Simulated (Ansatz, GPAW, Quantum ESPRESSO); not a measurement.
# Simulated XPS, UPS and emission spectra of BAs

What would valence photoemission of BAs look like, and what sets its shape?

Main program and level: Ansatz 0.2.0, Quantum ESPRESSO 7.5 and GPAW 26.7.0; DFT, PBE, plane-wave PAW, default files, scalar-relativistic, in the first sound run; inputs show where later runs differ.

The experiments to compare with:

For BAs, zinc blende (single crystal grown by chemical vapor transport, 300 K), “Basic Physical Properties of Cubic Boron Arsenide” (2019, arxiv:1911.11281) gives, by UV-visible absorption: band gap (indirect optical gap from absorption edge) 1.82 eV [room-temperature optical absorption edge, not a zero-temperature fundamental gap].

**1. Starting point**

It takes space group F-43m (No. 216, cubic). Conventional cell: a = 4.777 Å, b = 4.777 Å, c = 4.777 Å, α = 90.00°, β = 90.00°, γ = 90.00°. Nearest to As lie 4 B at 2.07 Å. Nearest to B lie 4 As at 2.07 Å. Farther neighbours are not listed.

**2. The base run**

The base run gives the projected DOS, from which the spectra are built. The DOS is taken on a denser mesh than the density.

Contents of input.yaml:

```yaml
crystal:
  lattice:
    - [0.0, 2.3885, 2.3885]
    - [2.3885, 0.0, 2.3885]
    - [2.3885, 2.3885, 0.0]
  atoms:
    - { symbol: As, position: [0.75, 0.75, 0.75] }
    - { symbol: B, position: [0.0, 0.0, 0.0] }
kpoints:
  mp_grid: { grid: [14, 14, 14] }
  band_path:
    path:
      - [[0.0, 0.0, 0.0], [-0.5, -0.5, 0.0], [-0.375, -0.375, 0.25]]
      - [[-0.375, 0.0, 0.375], [0.0, 0.0, 0.0], [0.0, 0.0, 0.5], [-0.5, -0.25, 0.25], [-0.5, -0.5, 0.0]]
    npoints: 15
scf:
  occupations: { method: fermi_dirac, width: 0.05 }
  n_extra_bands: 8
hamiltonian:
  xc: pbe
  pseudopotentials: { kind: paw }
output:
  forces: true
  stress: true
  dos:
    projected: true
    de: 0.05
    e_range: [-28, 12]
    nscf_kmesh: { grid: [24, 24, 24] }
  fatbands: true
```

Launch:

```
$ ansatz run input.yaml --threads 4 --pin off --max-ram 8192MiB --backend cpu --events-out ev --progress --plain --runs-dir out
```

Numbers of over 12 decimals in the logs are rounded to 6 here.

Log:

```text
scf.n_extra_bands = 8 over 9 filled bands (N_el = 18.0): the run solves 17 bands
Engine: ansatz 0.2.0, x86_64-unknown-linux-gnu
Pseudopotentials: kind: paw
Pseudopotential: As, paw, valence charge 15, recommended cutoff 420 eV (normal), As.paw.azcp
Pseudopotential: B, paw, valence charge 3, recommended cutoff 420 eV (normal), B.paw.azcp
Functional definition: PBE
  parameter kappa = 0.804
  parameter beta = 0.066725
  exchange = pbe_x(kappa = kappa, mu = beta*pi^2/3)
  correlation = pbe_c(beta = beta)
Crystal: 2 atoms, lattice volume = 27.252 Å³
Basis set: ecut = 420 eV, 531 PW (Γ), exchange–correlation on 48×48×48 points (8 copies of the dense FFT grid, shifted against one another)
Bands: 17, of which v1, the nominal top of the filled ones, is band 9 counted from 1 (8 counted from 0)
Symmetry: 24 space group operations
Space group: F-43m (ITA 216), of the structure as read, at distance tolerance 3.0e-5 Å
k-points: 104 of 2744 (time reversal used)
Non-local potential: As, projectors of the file, l = 0: 2, l = 1: 2, l = 2: 3, l = 3: 1
Non-local potential: B, projectors of the file, l = 0: 2, l = 1: 2, l = 2: 1
PAW form: soft (Blöchl's): semilocal exchange-correlation on the pseudo side does not see the compensation charge
PAW one-centre angular grid: As, 590 points (default); XC on 64 Gauss nodes
PAW one-centre angular grid: B, 110 points (default); XC on 64 Gauss nodes
Initial density: superposition of atomic densities (neutral atoms: chi_scale 0, normalization atom), corrected by the library's trained network
Initial wavefunctions: pseudopotential atomic-orbital guess
Functional: x = pbe(κ = 0.804, μ = 0.219515), c = pbe(β = 0.066725)
SCF iter   1: F=—  HF=-5012.100593 eV  |F-HF|=—  |Δ(HF+E_count)|=         —  Δρ=8.56e-4  dr2=1.45e-4  ethr=1.77e-3  ⟨swp⟩=5.2  Hψ=9647  notcnv=0  defer=7
preconditioner: auto → none  [insulator: Δε(μ)=1.207 eV  Ē_g=16.660 eV  σ=0.050 eV  W_gap=1.00  n_scr=8 (ndim 8)  ℏωp=20.1 eV  f_vac=0.001  D(μ)=0.00/eV (n_scr^D=0)  ε∞_Penn≈2.5]
SCF iter   2: F=—  HF=-5012.100603 eV  |F-HF|=—  |Δ(HF+E_count)|=   1.05e-5  Δρ=5.30e-4  dr2=6.71e-5  ethr=8.06e-7  ⟨swp⟩=2.7  Hψ=3646  notcnv=0  defer=126
SCF iter   3: F=—  HF=-5012.100603 eV  |F-HF|=—  |Δ(HF+E_count)|=   2.74e-8  Δρ=3.03e-4  dr2=1.00e-5  ethr=3.73e-7  ⟨swp⟩=2.8  Hψ=2379  notcnv=0  defer=126
SCF iter   4: F=—  HF=-5012.100639 eV  |F-HF|=—  |Δ(HF+E_count)|=   3.55e-5  Δρ=1.16e-4  dr2=5.42e-6  ethr=5.57e-8  ⟨swp⟩=2.0  Hψ=2362  notcnv=0  defer=126
SCF iter   5: F=—  HF=-5012.100636 eV  |F-HF|=—  |Δ(HF+E_count)|=   2.52e-6  Δρ=4.37e-5  dr2=7.58e-7  ethr=3.01e-8  ⟨swp⟩=2.4  Hψ=2385  notcnv=0  defer=126
SCF iter   6: F=—  HF=-5012.100636 eV  |F-HF|=—  |Δ(HF+E_count)|=   2.57e-7  Δρ=1.80e-5  dr2=1.22e-7  ethr=4.21e-9  ⟨swp⟩=1.6  Hψ=1629  notcnv=0  defer=126
SCF iter   7: F=-5012.100636 eV  HF=-5012.100636 eV  |F-HF|=5.55e-9  |Δ(HF+E_count)|=   6.33e-8  Δρ=3.42e-6  dr2=4.43e-9  ethr=5.56e-10  ⟨swp⟩=7.4  Hψ=7401  notcnv=0
SCF 1 converged in 7 iterations: F = -5012.100636 eV  dr2 = 4.43e-9
  greatest PAW one-centre occupation: 0.999 electrons in one spin orbital (limit 2), on the As atom at site 0 (counted from 0), in its partial waves of l = 2
NSCF: frozen V_eff on 92 k-points
NSCF: frozen V_eff on 413 k-points
SCF converged after 7 iterations
Free energy (F): -5012.100636 eV
Harris-Foulkes:  -5012.100636 eV  (|F-HF|=5.55e-9)
Internal energy: -5012.100636 eV  (E = F + TS)
E sigma→0 (E₀):  -5012.100636 eV
Entropy (-TS):   -0.000000 eV (-0.000 meV/atom)
Fermi energy:    11.705536 eV
--- Per-component energies (eV) ---
  E_band       = -210.290385
  E_kinetic    = 152.074770
  E_local      = -1693.912953  (includes V_loc(G=0)·N_el)
  E_nonlocal   = -657.791030
  E_hartree    = 940.030757
  E_xc         = -111.431530
  E_vxc        = -117.663195  (∫ρ·V_xc dr)
  E_paw        = -1915.295660  (= ΣΔE_a)
  E_vpaw       = 226.942925  (= ΣTr[D̂ρ^β])
  E_aug_tail   = 0.000007  (compensation charges beyond the density's cutoff)
  E_ewald      = -1725.774997
  E_smearing   = -0.000000  (= −TS)
  E_closure    = 0.000000  (closes the sum)
  Σ components = -5012.100636   (vs F -5012.100636, Δ=0.00e0)
--- Forces (eV/Å), atoms counted from 1 ---
  atom   1  As    -0.00000000     0.00000000     0.00000000
  atom   2  B     -0.00000000     0.00000000    -0.00000000
  max |Σ_I F_I| component: 5.56e-16 eV/Å
--- Stress (GPa, compression-positive) ---
        2.770941       0.000000      -0.000000
       -0.000000       2.770941       0.000000
       -0.000000       0.000000       2.770941
  P = ⅓ Tr σ = 2.7709 GPa (27.709 kbar)
--- Band table (eV; the first three rows and the last of 104) ---
  k-point 0: bands = [... 5 lower, -4.2777, 11.1256, 11.1256, 11.1256, 14.4067, 14.4067, 14.4067, 15.7991, ... 4 higher]
  k-point 1: bands = [... 5 lower, -4.1938, 10.3248, 10.9606, 10.9606, 14.5440, 14.6238, 14.6238, 16.2686, ... 4 higher]
  k-point 2: bands = [... 5 lower, -3.9439, 8.7406, 10.5850, 10.5850, 14.4854, 15.1176, 15.1176, 17.3773, ... 4 higher]
  k-point 103: bands = [... 5 lower, 0.0548, 3.0431, 5.7120, 5.9850, 15.9614, 16.3731, 18.6317, 18.6653, ... 4 higher]
```

Run time: 3.5 s. Hardware: 4 threads of Intel Xeon at 2.60GHz (Ice Lake), shared host; peak memory 0.43 GiB; 12 s of CPU time.

In the SCF lines HF is the Harris–Foulkes energy and dr2 the Hartree energy of the density residual, in eV; the loop may stop once dr2 is under the threshold and the program's other checks hold. Hψ counts applications of the Hamiltonian.

Numbers from this step:

* free energy: -5012.1006 eV
* Fermi energy: 11.71 eV
* symmetry operations: 24
* pressure: 2.771 GPa
* gap on the k-mesh: 1.206 eV
* zero of energy: valence-band maximum
* share of occupied states in no projected shell: 0.004 of the occupied states in the window
* gap on the path: 1.184 eV
* least direct gap on the path: 3.281 eV
* valence top on path: 0 eV

The electronic bands at the labelled points (eV, zero at the valence-band maximum; v1 is the highest filled band, c1 the lowest empty one):

```tsv
point	v4	v3	v2	v1	c1	c2	c3	c4
Γ	-15.40	0.00	0.00	0.00	3.28	3.28	3.28	4.67
0.47 of the way	-14.23	-3.73	-2.52	-2.52	1.77	4.82	7.05	7.05
X	-11.22	-8.52	-4.08	-4.08	1.44	1.45	11.39	11.39
0.53 of the way	-11.19	-8.40	-4.99	-3.90	1.62	2.96	10.63	10.75
U	-11.26	-8.14	-5.94	-3.48	2.05	5.55	9.23	9.77
jump to K	-11.26	-8.14	-5.94	-3.48	2.05	5.55	9.23	9.77
0.47 of the way	-13.72	-5.47	-4.07	-1.29	3.94	5.13	6.02	7.02
Γ	-15.40	0.00	0.00	0.00	3.28	3.28	3.28	4.67
0.47 of the way	-14.53	-4.55	-1.06	-1.06	3.11	4.58	4.58	7.68
L	-12.53	-8.78	-1.82	-1.82	2.69	4.79	4.79	8.89
0.53 of the way	-11.89	-8.22	-4.76	-3.22	4.04	4.85	7.62	9.08
W	-11.06	-8.05	-5.48	-5.19	5.27	5.94	6.82	7.05
0.47 of the way	-11.14	-8.29	-4.88	-4.75	3.06	3.19	9.51	9.80
X	-11.22	-8.52	-4.08	-4.08	1.44	1.45	11.39	11.39
```

Of the projections kept (As s, As p, B s, B p, not projected), the largest for each band there; the rest of the weight can lie on other orbitals:

```tsv
point	v4	v3	v2	v1	c1	c2	c3	c4
Γ	As s 0.59	B p 0.57	B p 0.57	B p 0.57	As p 0.58	As p 0.58	As p 0.58	B s 0.56
X	As s 0.65	As p 0.58	As p 0.51	As p 0.51	B s 0.48	B p 0.56	B p 0.48	B p 0.48
U	As s 0.66	As p 0.53	As p 0.54	As p 0.51	B p 0.31	B p 0.35	As p 0.45	not projected 0.28
K	As s 0.66	As p 0.53	As p 0.54	As p 0.51	B p 0.31	B p 0.35	As p 0.45	not projected 0.28
Γ	As s 0.59	B p 0.57	B p 0.57	B p 0.57	As p 0.58	As p 0.58	As p 0.58	B s 0.56
L	As s 0.59	As p 0.54	B p 0.51	B p 0.51	B s 0.46	As p 0.44	As p 0.44	not projected 0.67
```

The electronic bands as a text plot (rows in eV, shown from -8.0 to 4.7 only):

```
    4.4 |  +   +                 + +      +++      +++ ++   +
    3.9 | +     +       +      +++++++   +           ++
    3.4 |+       +           ++     +++++++++      ++        +
    2.8 | ++      +    +   ++                ++++++          +
    2.3 |   ++            +                                   +
    1.8 |     ++   ++ ++++                                     +
    1.2 |       +++++++                                         +
    0.7 |
    0.2 |                            ***
   -0.3 |**                       ********
   -0.9 |  *                     *  **  * ***
   -1.4 |   *                  **  **    *   **
   -1.9 |    *                *                *****
   -2.5 |    **             **    **               ***
   -3.0 |      **         **     *        *         * *
   -3.5 |     *  **      *        *        *           *
   -4.0 |          ******       **                   *  *      **
   -4.6 |      *       *       *            *         *  *   ***
   -5.1 |       *       *     *                        *  ****
   -5.6 |                *  **  *                       ****
   -6.2 |        *        **   *             *
   -6.7 |         *           *               *
   -7.2 |                    *
   -7.7 |          *      ***                  *        *
         Γ           X  U|K            Γ         L        W     X
```

The DOS has structure finer than the step of the table below, so its rows give means over 1 eV, whole bins alone (the curve runs from -16.9 to 12.5 eV). Peaks (eV: height): total -8.0: 1.92, 3.3: 1.76, 4.7: 1.79, 9.0: 1.40; As 4p -8.0: 0.970, -4.0: 0.583, 4.7: 0.696, 9.0: 0.399; B 2p -4.0: 0.524, 3.3: 0.651, 4.7: 0.578, 9.0: 0.338; As 4s -11.3: 0.515, -8.0: 0.0691, 3.3: 0.264, 5.1: 0.127; B 2s -12.5: 0.124, -8.0: 0.674, 3.3: 0.300, 5.1: 0.230.

Table of DOS by E, zero at the valence-band maximum; means over each step; values in states/eV/cell:

```tsv
E (eV)	total	As 4p	B 2p	As 4s	B 2s	As 3d
-16	0	0	0	0	0	0
-15	0.142	0.0102	0.0140	0.0731	0.0439	1.8e-6
-14	0.318	0.0351	0.0544	0.154	0.0734	2.2e-5
-13	0.527	0.0518	0.110	0.269	0.0935	9.3e-5
-12	0.731	0.0461	0.180	0.418	0.0838	1.6e-4
-11	0.282	0.00597	0.0853	0.181	0.00942	5.6e-5
-10	0	0	0	0	0	0
-9	0.0474	0.0253	0.0106	9.6e-4	0.0100	1.2e-5
-8	0.948	0.479	0.123	0.0429	0.297	6.6e-4
-7	0.413	0.191	0.0770	0.0456	0.0969	2.8e-4
-6	0.494	0.244	0.161	0.0336	0.0524	3.0e-4
-5	0.805	0.398	0.312	0.0323	0.0584	5.7e-4
-4	1.07	0.526	0.469	0.0259	0.0484	8.3e-4
-3	1.03	0.500	0.476	0.0169	0.0316	9.5e-4
-2	0.822	0.392	0.401	0.00837	0.0156	9.0e-4
-1	0.318	0.145	0.163	0.00267	0.00498	4.4e-4
0	0.0484	0.0209	0.0264	1.7e-4	3.3e-4	8.0e-5
1	0.0323	0.00695	0.0106	0.00427	0.00728	3.9e-5
2	0.411	0.0935	0.142	0.0488	0.0747	4.4e-4
3	1.09	0.231	0.396	0.148	0.179	0.00107
4	0.940	0.225	0.373	0.104	0.0995	8.4e-4
5	1.37	0.475	0.424	0.0869	0.156	9.1e-4
6	1.04	0.321	0.357	0.0738	0.0842	5.8e-4
7	1.05	0.313	0.343	0.0731	0.0898	4.6e-4
8	0.734	0.235	0.209	0.0273	0.0712	3.1e-4
9	0.924	0.281	0.246	0.0301	0.0891	3.2e-4
10	0.678	0.141	0.137	0.0129	0.0271	1.7e-4
11	1.02	0.115	0.104	0.0197	0.0254	1.4e-4
12	1.20	0.0906	0.0814	0.0250	0.0214	1.2e-4
```

This run's widths, added to any smearing of the DOS itself: Gaussian 0.1 eV, Lorentzian 0.2 eV. Intensity against binding energy, zero at the valence-band maximum; values in % of the maximum within 13 eV:

```tsv
binding energy (eV)	21.2 eV	60 eV	150 eV	1486.7 eV	8047.8 eV
-1	1.04	0.637	0.521	0.761	0.364
0	4.65	2.64	1.99	2.89	1.25
1	30.4	16.9	12.8	19.0	8.00
2	78.5	43.2	33.4	51.1	21.6
3	92.2	52.2	41.9	63.6	27.9
4	98.7	57.7	47.6	71.6	32.4
5	67.7	43.1	37.9	55.0	26.8
6	36.1	26.3	25.0	34.8	18.9
7	30.6	29.9	30.3	36.3	21.3
8	89.3	98.1	98.1	98.4	45.2
9	4.26	4.43	4.42	5.11	2.86
10	1.15	1.99	2.12	3.01	2.65
11	2.29	11.4	13.6	23.9	27.1
12	-	48.7	56.4	89.9	98.7
13	-	38.1	42.7	62.0	65.3
14	-	25.7	28.4	38.5	39.6
15	-	14.0	15.5	19.5	20.4
16	-	0.964	1.06	1.43	1.45
```

Maxima picked by a test of local sharpness, so broad peaks and shoulders can be missing; peaks within 0.45 eV of a curve's cut are left out. Valence peaks, by row:

```tsv
photon energy (eV)	binding energy (eV)	height (% of the maximum within 13 eV)	main shell	its share (%)
21.2	8.015	90.92	As 4p	58.58
21.2	5.515	69.08	As 4p	49.46
21.2	3.865	100	B 2p	51.93
60	12.42	52.75	As 4s	38.67
60	8.015	100	B 2s	72.96
60	5.515	43.31	B 2p	52.92
60	3.915	58.09	B 2p	64.21
150	12.37	60.29	As 4s	64.35
150	8.015	100	B 2s	59.25
150	5.515	38.84	As 4p	50.76
150	3.965	47.76	As 4p	54.97
1487	12.32	92.19	As 4s	89.23
1487	8.015	100	As 4p	75.38
1487	5.515	57.77	As 4p	83.69
1487	3.915	72.1	As 4p	89.55
8048	12.32	100	As 4s	96.68
8048	11.37	99.19	As 4s	98.67
8048	8.015	45.71	As 4p	66.28
8048	5.515	28.21	As 4p	68.89
8048	3.965	32.55	As 4p	79.49
```

The intensity has structure finer than the step of the table below, so its rows give means over 1 eV, whole bins alone (the curve runs from -16.9 to 1.41 eV). Peaks (eV: height): As K-beta valence -3.7: 100.0; As L3-N1 -12.1: 100.0; B K -11.4: 39.8, -8.0: 30.2, -3.8: 99.9.

Shapes are the site's partial DOS without matrix elements, which overweights lines from ligand s bands. The intensity by emission energy less the core level's binding energy, zero at the valence-band maximum; means over each step; values in % of the unpolarised maximum:

```tsv
emission energy less the core level's binding energy (eV)	As K-beta valence	As L3-N1	B K
-16	4.15	8.34	0.158
-15	6.63	25.5	3.04
-14	10.0	48.3	10.9
-13	12.8	76.9	22.0
-12	13.6	97.2	35.2
-11	14.0	54.9	16.8
-10	19.4	14.2	0.495
-9	36.6	8.34	3.05
-8	60.1	13.0	23.6
-7	63.7	14.1	16.0
-6	71.3	11.7	32.3
-5	87.5	10.3	62.5
-4	98.3	8.36	91.8
-3	95.2	5.90	93.9
-2	75.9	3.56	78.4
-1	48.1	1.86	33.0
0	25.9	0.950	6.19
```

Window up to 12.5 eV. Shell moments, by row:

```tsv
element	shell	occupied states an atom	centre of occupied part (eV)	rms width of occupied part (eV)	centre up to the window's top (eV)	rms width up to the window's top (eV)
As	4s	1.304	-11.49	2.779	-5.853	8.407
As	4p	3.069	-4.989	2.8	0.2131	6.33
B	2s	0.92	-8.798	3.482	-1.558	7.847
B	2p	2.663	-5.227	3.651	0.5766	6.456
```

Shapes are the site's partial DOS without matrix elements, which overweights lines from ligand s bands. Emission peaks, by row:

```tsv
line	energy (eV)	height (%)
As K-beta valence	-7.565	64.55
As K-beta valence	-3.665	100
As L3-N1	-12.07	100
As L3-N1	-7.515	15.02
B K	-11.37	39.89
B K	-7.965	30.24
B K	-5.515	61.36
B K	-3.815	100
```

The broadened DOS, unweighted empty DOS has structure finer than the step of the table below, so its rows give means over 0.5 eV, whole bins alone (the curve runs from -0.940 to 11.9 eV). Peaks (eV: height): 3.36: 1.40, 4.96: 1.46, 8.96: 1.09.

Broadened DOS, unweighted empty DOS against E, zero at the valence-band maximum; means over each step:

```tsv
E (eV)	broadened DOS, unweighted empty DOS (states/eV/cell)
0.0	0
0.5	1.8e-4
1.0	0.0233
1.5	0.191
2.0	0.412
2.5	0.628
3.0	1.07
3.5	1.32
4.0	0.940
4.5	1.02
5.0	1.42
5.5	1.14
6.0	1.04
6.5	1.10
7.0	1.05
7.5	0.884
8.0	0.720
8.5	0.838
9.0	1.01
9.5	0.584
10.0	0.673
10.5	0.953
11.0	1.02
11.5	1.16
```

The spectra weight each projected shell by its atomic cross section (Dirac–Hartree–Slater) and angular factor, for unpolarised light with the analyser at 54.7° from the beam. Broadening, on top of any smearing of the DOS itself: a Gaussian of 0.1 eV and a Lorentzian of 0.2 eV plus 0 times the binding energy (full widths), Fermi edge at 20 K. Curves are cut 10 eV under the photon energy, above any shell that the free atom's threshold puts out of reach, or at the lower edge of the window: 11.2 eV at 21.2 eV, 16.9 eV at 60 eV, 16.9 eV at 150 eV, 16.9 eV at 1486.7 eV and 16.9 eV at 8047.8 eV. Dipole terms alone, which is rough above 3 keV; no background, satellites or final-state effects.

How the area divides among the shells (%):

```tsv
shell	21.2 eV	60 eV	150 eV	1486.7 eV	8047.8 eV
As 4s	0.0	13.6	26.9	40.4	67.4
As 4p	47.6	12.6	31.3	54.5	31.1
As 3d	0.0	0.1	2.1	0.5	0.0
B 2s	6.3	32.6	27.6	4.4	1.4
B 2p	46.0	41.0	12.2	0.2	0.0
```

Cross sections used, in Mb an electron:

```tsv
shell	21.2 eV	60 eV	150 eV	1486.7 eV	8047.8 eV
As 4s	0.0061	0.085	0.034	9.1e-4	2.7e-5
As 4p	1.3	0.033	0.017	5.2e-4	5.3e-6
As 3d	-	0.16	0.66	0.0025	4.1e-6
B 2s	0.80	0.29	0.050	1.4e-4	7.9e-7
B 2p	1.6	0.12	0.0076	2.4e-6	2.6e-9
```

At this level the gap is 1.18 eV on the path.

(Part 1 of 7 ends here.)

[Logs are printed without paths, hosts, clocks, repeated set-up lines and the standing remarks that a program may print on its own settings, such as how far it seeks lower states.]

[Hosts, paths, dates, database ids (printed as entryN), source tags and the programs' standing remarks are cut or masked in the printed files.]

[Maps of the electrostatic potential energy from Ansatz leave out the sawtooth potential of an applied field or a dipole correction, so their vacuum need not be flat; work functions include it.]

[Peak lists hold at most the 14 tallest peaks of each spectrum; further lines can be left out.]
